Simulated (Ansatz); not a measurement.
# S: the cost of one run

Computed with Ansatz 0.2.0 (reference: DFT, HSE06, plane waves, PAW, unless a step's input says otherwise).

2 further runs of the same task are left out: 1 for a known fault of the program, 1 that didn't finish.

## 1. The structure to begin with

The structure is trigonal, space group R-3 (No. 148). The conventional cell has a = 10.722 Å, b = 10.722 Å, c = 4.185 Å, α = 90.00°, β = 90.00°, γ = 120.00°. S (site symmetry 1) has 2 S at 2.07 Å as nearest neighbours.

Coordinates:

```
S
1.0
     5.36121    3.09530    1.39495
    -5.36121    3.09530    1.39495
     0.00000   -6.19060    1.39495
S
6
Direct
  0.25520 0.14856 0.91424
  0.91424 0.25520 0.14856
  0.14856 0.91424 0.25520
  0.74480 0.85144 0.08576
  0.08576 0.74480 0.85144
  0.85144 0.08576 0.74480
```

## 2. Baseline

input.yaml reads:

```yaml
crystal:
  lattice:
    - [5.3612126841, 3.0952975863, 1.3949463274]
    - [-5.3612126841, 3.0952975863, 1.3949463274]
    - [0.0, -6.1905951727, 1.3949463273]
  atoms:
    - { symbol: S, position: [0.2551978009, 0.1485570038, 0.9142443505] }
    - { symbol: S, position: [0.9142443505, 0.2551978009, 0.1485570038] }
    - { symbol: S, position: [0.1485570038, 0.9142443505, 0.2551978009] }
    - { symbol: S, position: [0.7448021991, 0.8514429962, 0.0857556495] }
    - { symbol: S, position: [0.0857556495, 0.7448021991, 0.8514429962] }
    - { symbol: S, position: [0.8514429962, 0.0857556495, 0.7448021991] }
kpoints:
  mp_grid: { grid: [4, 4, 4] }
hamiltonian:
  xc: hse06
scf:
  occupations: { method: fixed }
  n_extra_bands: 5
output:
  forces: true
  stress: true
  eigenvalues: true
```

The run is started by

```sh
$ ansatz run input.yaml --threads 4 --pin off --max-ram 4608MiB --backend cpu --events-out ev --progress --plain --runs-dir out
```

**Question.** How long does this run take on 4 threads of Intel Xeon at 2.50GHz (Skylake/Cascade Lake), shared host, and how much memory does it need?

About 1.9 min, with a peak of 1.7 GiB.
